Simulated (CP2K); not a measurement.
## MgS (Niningerite) in CP2K: the effect of functional

MgS (Niningerite):

```
S Mg
1.0
     3.67929    0.00000    0.00000
     1.83964    3.18636    0.00000
     1.83964    1.06212    3.00413
S Mg
1 1
Direct
  0.50000 0.50000 0.50000
  0.00000 0.00000 0.00000
```

Alike in all runs:

| Property | Result |
| --- | --- |
| Program | CP2K 2026.2 |
| Task | band structure |
| Potentials or basis | POTENTIAL_UZH S GTH-PBE-q6, Mg GTH-PBE-q10; TZVP-MOLOPT-PBE-GTH basis |
| Density cutoff | 19048 eV |
| k mesh | 9 × 9 × 9 |
| Occupations | fermi-dirac, width 0.05 eV |
| Spin | no spin polarisation |

| functional | gap on the mesh (eV) | pressure (GPa) |
| --- | --- | --- |
| LDA | 2.52 | -0.7 |
| PBEsol | 2.73 | 1.1 |
| RPBE | ? | ? |
| PW91 | 2.87 | 2.7 |
| vdW-DF-cx | 2.93 | 1.8 |
| SCAN | 3.49 | 0.8 |

**Question.** What does the run with functional RPBE give?

**Answer.** gap on the mesh 3.03 eV; pressure 4.6 GPa.

Caveats: the potentials were made for another functional, which shifts forces and pressure; the mesh misses the band edges, which the band path finds closer together; the basis of atomic orbitals isn't converged, which shifts pressures, moduli and gaps.

Runs at the PBE level aren't shown here.
